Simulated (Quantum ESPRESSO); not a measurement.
Crystal: TaN.

```
Ta N
1.0
     0.00000    2.21132    2.21132
     2.21132    0.00000    2.21132
     2.21132    2.21132    0.00000
Ta N
1 1
Direct
  0.50000 0.50000 0.50000
  0.00000 0.00000 0.00000
```

The cell comes from a database or a generator and needn't be the stable form of this composition.

Base run:

| Item | Value |
| --- | --- |
| Program | Quantum ESPRESSO 7.5 |
| Functional | PBEsol |
| Potentials or basis | GBRV 1.5 PBEsol |
| Cutoff | 762 eV |
| Density cutoff | 6095 eV |
| k mesh | 10 × 10 × 10 |
| Occupations | fermi-dirac, width 0.05 eV |
| Spin | no spin polarisation |

Its results: band gap on the k mesh none (metal or under the smearing width); pressure -10.8 GPa.

Problem. The run is repeated on the same cell with these changes: functional from PBEsol to LDA; potentials or basis from GBRV 1.5 PBEsol to PseudoDojo 0.4.1 SR LDA standard; cutoff from 762 eV to 1143 eV; density cutoff from 6095 eV to 4572 eV. What comes out?

Solution. Band gap on the k mesh none (metal or under the smearing width); pressure -19.6 GPa.

Caveats: so large a pressure means that the cell lies far from this level's equilibrium, or that cutoff or potentials fall short (some runs).

Not every run made on this cell is shown here.
